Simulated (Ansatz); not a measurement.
# BP

```xyz
2
Lattice="0.0000 2.1598 2.1598 2.1598 0.0000 2.1598 2.1598 2.1598 0.0000" Properties=species:S:1:pos:R:3 pbc="T T T"
B     0.0000    0.0000    0.0000
P     2.1598    2.1598    2.1598
```

Atoms are numbered in the order listed.

Conventional cell: a = 4.320 Å, b = 4.320 Å, c = 4.320 Å, α = 90.00°, β = 90.00°, γ = 90.00°. B (atom 1) has 6 P at 2.16 Å as nearest neighbours. P (atom 2) has 6 B at 2.16 Å as nearest neighbours.

The cell was built from the rocksalt type and relaxed in the same program, and has space group Fm-3m; it needn't be a known or the stable phase.

Methods: DFT, PBE, all-electron LAPW, scalar-relativistic (Ansatz 0.2.0); DFT, PBE, PAW with Ansatz's default frozen-core files, scalar-relativistic (Ansatz 0.2.0).

For LAPW: a Γ-centred 16×16×16 k mesh, Fermi–Dirac smearing of 0.05 eV, basis error target 0.5 meV/atom, no spin polarisation. PAW takes a cutoff of 420 eV at this cell. The Ansatz runs share mesh, smearing and spin set-up. Values come from LAPW unless marked.

| Property | Result |
| --- | --- |
| Band gap | none: bands cross the Fermi level, a metal |
| Density of states at the Fermi level (0.2 eV bin) | 0.73 states/eV per cell |
| Löwdin charges (with 0.08 e of the cell spilling out of the atomic basis, so their sizes and signs hang on that basis) | B1 -0.60, P2 0.68 e |
| Bader charges (from the PAW run) | B1 +0.02, P2 -0.02 e |
| Volume per atom | 10.07 Å³ |
| Pressure at this cell | 0.4 kbar |
